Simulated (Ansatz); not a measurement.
# W (Fm-3m) in Ansatz: settings compared

One crystal, W, is run at these levels: RPBE, revPBE, BLYP; tasks: relaxation of cell and atoms.

All numbers are computed with Ansatz 0.2.0; they aren't measurements. Logs are shortened: lines on timing, memory, paths and dates and some standing lists are left out, and cuts for length are marked.

### 1 The crystal as given

The structure is cubic, space group Fm-3m (No. 225). The conventional cell has a = 4.060 Å, b = 4.060 Å, c = 4.060 Å, α = 90.00°, β = 90.00°, γ = 90.00°. W (site symmetry m-3m) is surrounded by 12 W at 2.87 Å.

This isn't the form of W at room conditions, which is bcc.

### 2 Relaxation of cell and atoms, RPBE

The input, input.yaml:

```yaml
crystal:
  lattice:
    - [0.0, 2.03, 2.03]
    - [2.03, 0.0, 2.03]
    - [2.03, 2.03, 0.0]
  atoms:
    - { symbol: W, position: [0.0, 0.0, 0.0] }
hamiltonian:
  xc: rpbe
  pseudopotentials: { kind: paw }
kpoints:
  mp_grid: { grid: [11, 11, 11] }
scf:
  occupations: { method: fermi_dirac, width: 0.05 }
output:
  forces: true
  stress: true
  eigenvalues: true
relax:
  f_tol: 0.01
  max_steps: 40
  cell: { stress_tol: 0.05 }
```

Potentials or basis: Ansatz PAW.

Run with:

```bash
ansatz run input.yaml --threads 2 --pin off --max-ram 5632MiB --backend cpu --events-out ev --progress --plain --runs-dir out
```

Output:

```text
Warning: RAYON_NUM_THREADS=2 ignored (pool sized by the plan → 2); use --threads N
Engine: ansatz 0.2.0, aarch64-unknown-linux-gnu
Pseudopotentials: kind: paw
Pseudopotential: W, paw, valence charge 14, recommended cutoff 420 eV (normal), W.paw.azcp
Functional definition: RPBE
  parameter kappa = 0.804
  parameter beta = 0.06672455060314922
  exchange = rpbe_x(kappa = kappa, mu = beta*pi^2/3)
  correlation = pbe_c(beta = beta)
Crystal: 1 atoms, lattice volume = 16.731 Å³
Basis set: ecut = 420 eV, 331 PW (Γ), exchange–correlation on 40×40×40 points (8 copies of the dense FFT grid, shifted against one another)
Bands: 11, of which v1, the nominal top of the filled ones, is band 7 counted from 1 (6 counted from 0)
Symmetry: 48 space group operations
Space group: Fm-3m (ITA 225), of the structure as read, at distance tolerance 2.6e-5 Å
k-points: 56 of 1331
Non-local potential: W, projectors of the file, l = 0: 3, l = 1: 2, l = 2: 2, l = 3: 1
PAW form: soft (Blöchl's): semilocal exchange-correlation on the pseudo side does not see the compensation charge
PAW frozen core: W, regenerated for the run's functional, and the local potential with it (the file was generated under x = pbe(κ = 0.804, μ = 0.2195149727645171), c = pbe(β = 0.06672455060314922))
PAW one-centre angular grid: W, 590 points (default); XC on 64 Gauss nodes
Initial density: superposition of atomic densities (neutral atoms: chi_scale 0, normalization atom), corrected by the library's trained network
Initial wavefunctions: pseudopotential atomic-orbital guess
Functional: x = rpbe, c = pbe(β = 0.06672455060314922)
SCF iter   1: F=—  HF=-10397.089321 eV  |F-HF|=—  |Δ(HF+E_count)|=         —  Δρ=2.41e-3  dr2=8.00e-4  ethr=1.77e-3  ⟨swp⟩=5.1  Hψ=3289  notcnv=0
preconditioner: auto → none  [metal: Δε(μ)=0.053 eV  Ē_g=8.346 eV  σ=0.050 eV  W_gap=0.26  n_scr=0 (ndim 8)  ℏωp=22.2 eV  f_vac=0.000  D(μ)=1.03/eV (n_scr^D=14)]
SCF iter   2: F=—  HF=-10397.088953 eV  |F-HF|=—  |Δ(HF+E_count)|=   3.69e-4  Δρ=7.84e-4  dr2=4.76e-5  ethr=5.71e-6  ⟨swp⟩=2.3  Hψ=1278  notcnv=0
SCF iter   3: F=—  HF=-10397.088967 eV  |F-HF|=—  |Δ(HF+E_count)|=   1.40e-5  Δρ=2.40e-4  dr2=2.81e-6  ethr=3.40e-7  ⟨swp⟩=2.8  Hψ=948  notcnv=0
SCF iter   4: F=—  HF=-10397.088970 eV  |F-HF|=—  |Δ(HF+E_count)|=   2.99e-6  Δρ=2.98e-5  dr2=1.03e-7  ethr=2.01e-8  ⟨swp⟩=2.1  Hψ=808  notcnv=0
iter 5 did not close the SCF: its close was put off for the readings that it lacked (scf_convergence_deferred on its scf_iter line)
SCF iter   5: F=-10397.088970 eV  HF=-10397.088970 eV  |F-HF|=1.81e-9  |Δ(HF+E_count)|=   4.51e-8  Δρ=7.01e-6  dr2=3.19e-9  ethr=7.35e-10  ⟨swp⟩=2.1  Hψ=916  notcnv=0
SCF iter   6: F=-10397.088970 eV  HF=-10397.088970 eV  |F-HF|=2.55e-11  |Δ(HF+E_count)|=  9.97e-10  Δρ=8.08e-7  dr2=3.48e-11  ethr=2.28e-11  ⟨swp⟩=1.2  Hψ=1872  notcnv=0
SCF 1 converged in 6 iterations: F = -10397.088970 eV  dr2 = 3.48e-11
relax step   1: F+E_penalty+E_count = -10397.08896963 eV  Δ(F+E_penalty+E_count) = +0.000e0 eV  max|allowed force component| = 0.000e0 eV/Å  Δτ_max = 0.0000 Å  P = -1.399 GPa  Ω = 16.731 Å³  (6 SCF iters, dr2 threshold 1.00e-7 eV, accepted)
Crystal: 1 atoms, lattice volume = 16.375 Å³
Initial density: handed on by an earlier stage of this run
Initial wavefunctions: those handed on with the density
iter 1 solved again at ethr=3.35e-7 eV; its pass at ethr=3.10e-3 eV (dr2=4.69e-5 eV) is discarded
SCF iter   1: F=—  HF=-10397.085465 eV  |F-HF|=—  |Δ(HF+E_count)|=         —  Δρ=8.17e-4  dr2=4.80e-5  ethr=3.35e-7  ⟨swp⟩=2.1  Hψ=4400  notcnv=0
preconditioner: auto → none  [metal: Δε(μ)=0.058 eV  Ē_g=8.546 eV  σ=0.050 eV  W_gap=0.28  n_scr=0 (ndim 8)  ℏωp=22.5 eV  f_vac=0.000  D(μ)=0.98/eV (n_scr^D=14)]
SCF iter   2: F=—  HF=-10397.085474 eV  |F-HF|=—  |Δ(HF+E_count)|=   8.85e-6  Δρ=4.05e-4  dr2=1.09e-5  ethr=3.35e-7  ⟨swp⟩=1.0  Hψ=616  notcnv=0
SCF iter   3: F=—  HF=-10397.085479 eV  |F-HF|=—  |Δ(HF+E_count)|=   4.98e-6  Δρ=3.76e-5  dr2=1.41e-7  ethr=7.79e-8  ⟨swp⟩=1.1  Hψ=636  notcnv=0
SCF iter   4: F=-10397.085479 eV  HF=-10397.085479 eV  |F-HF|=1.10e-9  |Δ(HF+E_count)|=   4.92e-8  Δρ=6.55e-6  dr2=1.31e-9  ethr=7.14e-10  ⟨swp⟩=5.4  Hψ=2616  notcnv=0
SCF 2 converged in 4 iterations: F = -10397.085479 eV  dr2 = 1.31e-9
relax step   2: F+E_penalty+E_count = -10397.08547885 eV  Δ(F+E_penalty+E_count) = +3.491e-3 eV  max|allowed force component| = 0.000e0 eV/Å  Δτ_max = 0.0000 Å  P = +4.812 GPa  Ω = 16.375 Å³  energy of the carried Pulay correction = +1.626e-4 eV  (4 SCF iters, dr2 threshold 1.00e-7 eV, rejected (line search))
Crystal: 1 atoms, lattice volume = 16.649 Å³
iter 1 solved again at ethr=4.28e-7 eV; its pass at ethr=3.10e-3 eV (dr2=5.99e-5 eV) is discarded
SCF iter   1: F=—  HF=-10397.089364 eV  |F-HF|=—  |Δ(HF+E_count)|=         —  Δρ=6.30e-4  dr2=2.95e-5  ethr=4.28e-7  ⟨swp⟩=2.2  Hψ=4280  notcnv=0
preconditioner: auto → none  [metal: Δε(μ)=0.054 eV  Ē_g=8.397 eV  σ=0.050 eV  W_gap=0.26  n_scr=0 (ndim 8)  ℏωp=22.3 eV  f_vac=0.000  D(μ)=1.02/eV (n_scr^D=14)]
SCF iter   2: F=—  HF=-10397.089371 eV  |F-HF|=—  |Δ(HF+E_count)|=   6.52e-6  Δρ=3.12e-4  dr2=6.66e-6  ethr=2.11e-7  ⟨swp⟩=1.0  Hψ=616  notcnv=0
SCF iter   3: F=—  HF=-10397.089374 eV  |F-HF|=—  |Δ(HF+E_count)|=   3.18e-6  Δρ=3.04e-5  dr2=9.81e-8  ethr=4.76e-8  ⟨swp⟩=1.0  Hψ=616  notcnv=0
SCF iter   4: F=—  HF=-10397.089374 eV  |F-HF|=—  |Δ(HF+E_count)|=   1.33e-7  Δρ=4.08e-6  dr2=5.26e-10  ethr=7.01e-10  ⟨swp⟩=2.0  Hψ=948  notcnv=0
SCF iter   5: F=—  HF=-10397.089374 eV  |F-HF|=—  |Δ(HF+E_count)|=  5.64e-10  Δρ=7.33e-7  dr2=2.15e-11  ethr=3.76e-12  ⟨swp⟩=2.5  Hψ=957  notcnv=0
SCF iter   6: F=-10397.089374 eV  HF=-10397.089374 eV  |F-HF|=5.46e-12  |Δ(HF+E_count)|=  9.09e-12  Δρ=3.49e-8  dr2=1.12e-13  ethr=1.00e-12  ⟨swp⟩=5.2  Hψ=2228  notcnv=0
SCF 3 converged in 6 iterations: F = -10397.089374 eV  dr2 = 1.12e-13
relax step   3: F+E_penalty+E_count = -10397.08937411 eV  Δ(F+E_penalty+E_count) = -4.045e-4 eV  max|allowed force component| = 0.000e0 eV/Å  Δτ_max = 0.0000 Å  P = -0.041 GPa  Ω = 16.649 Å³  energy of the carried Pulay correction = +3.692e-5 eV  (6 SCF iters, accepted)
Initial wavefunctions: pseudopotential atomic-orbital guess (no wavefunctions were taken with the density)
iter 1 solved again at ethr=2.56e-8 eV; its pass at ethr=3.10e-3 eV (dr2=3.58e-6 eV) is discarded
SCF iter   1: F=—  HF=-10397.089345 eV  |F-HF|=—  |Δ(HF+E_count)|=         —  Δρ=1.13e-5  dr2=3.03e-9  ethr=2.56e-8  ⟨swp⟩=3.1  Hψ=5086  notcnv=0
SCF iter   2: F=—  HF=-10397.089345 eV  |F-HF|=—  |Δ(HF+E_count)|=   6.84e-8  Δρ=5.35e-6  dr2=6.06e-10  ethr=2.17e-11  ⟨swp⟩=2.6  Hψ=1016  notcnv=0
SCF iter   3: F=-10397.089345 eV  HF=-10397.089345 eV  |F-HF|=1.82e-12  |Δ(HF+E_count)|=  4.33e-10  Δρ=5.08e-7  dr2=9.89e-12  ethr=1.00e-12  ⟨swp⟩=4.8  Hψ=3216  notcnv=0
SCF 4 converged in 3 iterations: F = -10397.089345 eV  dr2 = 9.89e-12
relax step   4: F+E_penalty+E_count = -10397.08934536 eV  Δ(F+E_penalty+E_count) = +2.875e-5 eV  max|allowed force component| = 0.000e0 eV/Å  Δτ_max = 0.0000 Å  P = -0.040 GPa  Ω = 16.649 Å³  stress off target by 4.03e-2 GPa  SCF on the basis re-selected at this cell (its energy is not comparable with the rows above)  (3 SCF iters)
basis re-selected at this cell: Δ(F+E_penalty+E_count) = +2.875e-5 eV, ΔP = +0.000 GPa vs the last step (what re-selecting the basis moved, of the pressure what is left beyond the Pulay correction that the steps carried, after the strain that the cell walked since its last selection, with what the two solves' SCF thresholds leave and, on support functions, any second-order correction that the steps lacked; it is no measure of the basis error at this ecutwfc). This SCF's stress stands 4.03e-2 GPa from its target on what of the cell is left free (relax.cell.stress_tol is 5.00e-2 GPa) and its largest allowed force component is 0.00e0 eV/Å (relax.f_tol is 1.00e-2 eV/Å): within both
SCF converged after 3 iterations
Free energy (F): -10397.089345 eV
Harris-Foulkes:  -10397.089345 eV  (|F-HF|=1.82e-12)
Internal energy: -10397.080669 eV  (E = F + TS)
E sigma→0 (E₀):  -10397.085007 eV
Entropy (-TS):   -0.008676 eV (-8.676 meV/atom)
Fermi energy:    21.039038 eV
--- Per-component energies (eV) ---
  E_band       = -95.757824
  E_kinetic    = 448.504972
  E_local      = -633.321247  (includes V_loc(G=0)·N_el)
  E_nonlocal   = -0.129408
  E_hartree    = 225.469657
  E_xc         = -266.593452
  E_vxc        = -237.770471  (∫ρ·V_xc dr)
  E_paw        = -8574.803031  (= ΣΔE_a)
  E_vpaw       = -123.980867  (= ΣTr[D̂ρ^β])
  E_aug_tail   = -0.000057  (compensation charges beyond the density's cutoff)
  E_ewald      = -1596.190529
  E_core_change = -0.017574  (= ΣΔE_core)
  E_smearing   = -0.008676  (= −TS)
  E_closure    = 0.000000  (closes the sum)
  Σ components = -10397.089345   (vs F -10397.089345, Δ=0.00e0)
--- Forces (eV/Å), atoms counted from 1 ---
  atom   1  W      0.00000000     0.00000000     0.00000000
  max |Σ_I F_I| component: 4.93e-32 eV/Å
--- Stress (GPa, compression-positive) ---
       -0.040344      -0.000000      -0.000000
       -0.000000      -0.040344      -0.000000
       -0.000000      -0.000000      -0.040344
  P = ⅓ Tr σ = -0.0403 GPa (-0.403 kbar)
--- Band table (eV; the first three rows and the last of 56) ---
  k-point 0: bands = ["-52.6175", "-16.3039", "-16.3039", "-16.3039", "12.1141", "20.4876", "20.4876", "20.4876", "23.5629", "23.5629", "33.7639"]
  k-point 1: bands = ["-52.6097", "-16.3961", "-16.3158", "-16.3158", "12.4667", "20.2254", "20.6477", "20.6477", "23.4248", "23.4248", "34.4511"]
  k-point 2: bands = ["-52.5885", "-16.6381", "-16.3473", "-16.3473", "13.4180", "19.7044", "20.9313", "20.9313", "23.3137", "23.3137", "35.1156"]
  k-point 55: bands = ["-52.4859", "-17.0546", "-16.9959", "-16.6895", "17.3844", "18.5545", "19.4648", "22.4713", "26.3866", "30.0427", "31.6118"]
--- Relaxed structure (3 steps of the walk, 2 accepted, 1 SCFs on fresh bases) ---
  F+E_penalty+E_count = -10397.08934536 eV   max|allowed force component| = 0.000e0 eV/Å   (the final SCF, on the basis selected at the relaxed cell)
  cell:  # Å, volume = 16.6494 Å³
    - [3.821529024671693e-35, 2.026699805271507, 2.026699805271507]
    - [2.026699805271507, 3.1846075205597443e-35, 2.026699805271507]
    - [2.026699805271507, 2.026699805271507, 3.8215290246716924e-35]
  atoms:
    - { symbol: W, position: [0.0, 0.0, 0.0] }
```

Wall time 2.5 s (2 threads of Arm Neoverse V1, shared host); peak memory 0.27 GiB.

Results:

- Free energy: -10397.0893 eV
- Relaxed volume: 16.65 Å³/atom
- Relaxed cell: a = 2.866 Å, b = 2.866 Å, c = 2.866 Å, α = 60.00°, β = 60.00°, γ = 60.00°
- Space group after relaxing (to 0.05 Å): Fm-3m (No. 225)
- Energy gained by relaxing: 0.4 meV/atom
- Ionic steps: 3
- Pressure after relaxing: 0.0 GPa
- Band gap on the k mesh: none (metal or under the smearing width)

The path:
| step | energy change (eV) | largest force (eV/Å) | volume (Å³) |
| --- | --- | --- | --- |
| 1 | 0.0000 | 0.0000 | 16.73 |
| 2 | -0.0004 | 0.0000 | 16.65 |
| 3 | -0.0004 | 0.0000 | 16.65 |

Final structure:
```yaml
crystal:
  lattice:
    - [0.00000, 2.02670, 2.02670]
    - [2.02670, 0.00000, 2.02670]
    - [2.02670, 2.02670, 0.00000]
  atoms:
    - { symbol: W, position: [0.00000, 0.00000, 0.00000] }
```

Caveat: the plane-wave basis is chosen anew once the cell has moved, so the energies of steps on either side of that aren't comparable; the PAW data sets come from PBE, with cores solved anew for the run's functional, which leaves a small shift of forces and pressure. Spin-orbit coupling is left out, which matters for the levels of W.

### 3 Relaxation of cell and atoms, revPBE

input.yaml: that of step 2 with these lines changed.

```diff
@@ -8,3 +8,3 @@
 hamiltonian:
-  xc: rpbe
+  xc: revpbe
   pseudopotentials: { kind: paw }
```

Potentials or basis: Ansatz PAW.

Run with:

```bash
ansatz run input.yaml --threads 2 --pin off --max-ram 5632MiB --backend cpu --events-out ev --progress --plain --runs-dir out
```

It took 2.2 s on 2 threads of Arm Neoverse V1, shared host; peak memory 0.27 GiB.

It converged, with:

* Free energy: -10393.4179 eV
* Relaxed volume: 16.59 Å³/atom
* Relaxed cell: a = 2.863 Å, b = 2.863 Å, c = 2.863 Å, α = 60.00°, β = 60.00°, γ = 60.00°
* Space group after relaxing (to 0.05 Å): Fm-3m (No. 225)
* Energy gained by relaxing: 1.1 meV/atom
* Ionic steps: 4
* Pressure after relaxing: 0.0 GPa
* Band gap on the k mesh: none (metal or under the smearing width)

The path:
| step | energy change (eV) | largest force (eV/Å) | volume (Å³) |
| --- | --- | --- | --- |
| 1 | 0.0000 | 0.0000 | 16.73 |
| 2 | -0.0011 | 0.0000 | 16.60 |
| 3 | -0.0011 | 0.0000 | 16.59 |
| 4 | -0.0011 | 0.0000 | 16.59 |

Final structure:
```
CELL_PARAMETERS angstrom
0.00000 2.02425 2.02425
2.02425 0.00000 2.02425
2.02425 2.02425 0.00000
ATOMIC_POSITIONS crystal
W 0.00000 0.00000 0.00000
```

Levels at points of the mesh, in eV from the Fermi level:
```csv
k point,band 4,band 5,band 6,band 7,band 8,band 9,band 10,band 11
"(0.00, 0.00, 0.00)",-37.32,-8.94,-0.55,-0.55,-0.55,2.53,2.53,12.74
```

Caveat: the plane-wave basis is chosen anew once the cell has moved, so the energies of steps on either side of that aren't comparable; the PAW data sets come from PBE, with cores solved anew for the run's functional, which leaves a small shift of forces and pressure.

### 4 Relaxation of cell and atoms, BLYP

input.yaml: that of step 3 with these lines changed.

```diff
@@ -8,3 +8,3 @@
 hamiltonian:
-  xc: revpbe
+  xc: blyp
   pseudopotentials: { kind: paw }
```

Run with:

```bash
ansatz run input.yaml --threads 2 --pin off --max-ram 5632MiB --backend cpu --events-out ev --progress --plain --runs-dir out
```

Wall time 2.3 s (2 threads of Arm Neoverse V1, shared host); peak memory 0.27 GiB.

The run converged. Its results:

| Property | Result |
| --- | --- |
| Free energy | -10408.4861 eV |
| Relaxed volume | 17.03 Å³/atom |
| Relaxed cell | a = 2.888 Å, b = 2.888 Å, c = 2.888 Å, α = 60.00°, β = 60.00°, γ = 60.00° |
| Space group after relaxing (to 0.05 Å) | Fm-3m (No. 225) |
| Energy gained by relaxing | 4.4 meV/atom |
| Ionic steps | 4 |
| Pressure after relaxing | 0.0 GPa |
| Band gap on the k mesh | none (metal or under the smearing width) |

Step by step:
```csv
step,energy change (eV),largest force (eV/Å),volume (Å³)
1,0.0000,0.0000,16.73
2,-0.0042,0.0000,17.05
3,-0.0043,0.0000,17.03
4,-0.0044,0.0000,17.03
```

Final structure:
```cif
data_structure
_symmetry_space_group_name_H-M 'P 1'
_symmetry_Int_Tables_number 1
_cell_length_a 2.8877
_cell_length_b 2.8877
_cell_length_c 2.8877
_cell_angle_alpha 60.000
_cell_angle_beta 60.000
_cell_angle_gamma 60.000
_cell_volume 17.03
loop_
_atom_site_label
_atom_site_type_symbol
_atom_site_fract_x
_atom_site_fract_y
_atom_site_fract_z
_atom_site_occupancy
W1 W 0.00000 0.00000 0.00000 1
```

Levels at points of the mesh, in eV from the Fermi level:
| k point | band 3 | band 4 | band 5 | band 6 | band 7 | band 8 | band 9 | band 10 | band 11 |
| --- | --- | --- | --- | --- | --- | --- | --- | --- | --- |
| (0.00, 0.00, 0.00) | -37.38 | -37.38 | -8.60 | -0.55 | -0.55 | -0.55 | 2.38 | 2.38 | 12.96 |

Caveat: the plane-wave basis is chosen anew once the cell has moved, so the energies of steps on either side of that aren't comparable; the PAW data sets come from PBE, with cores solved anew for the run's functional, which leaves a small shift of forces and pressure. Spin-orbit coupling is left out, which matters for the levels of W.

### 5 Summary

```csv
level,gap on the mesh (eV),pressure (GPa),relaxed volume (Å³/atom)
RPBE,none,0.0,16.65
revPBE,none,0.0,16.59
BLYP,none,0.0,17.03
```

Alike in all rows: task relaxation of cell and atoms; potentials or basis Ansatz PAW; no spin polarisation; cell relaxed; k mesh 11 × 11 × 11; cutoff (eV) 420; smearing fermi-dirac 0.05 eV.

Caveats: the plane-wave basis is chosen anew once the cell has moved, so the energies of steps on either side of that aren't comparable; the PAW data sets come from PBE, with cores solved anew for the run's functional, which leaves a small shift of forces and pressure.

Total energies depend on the potentials used, so only differences within one code and one set of settings carry meaning.
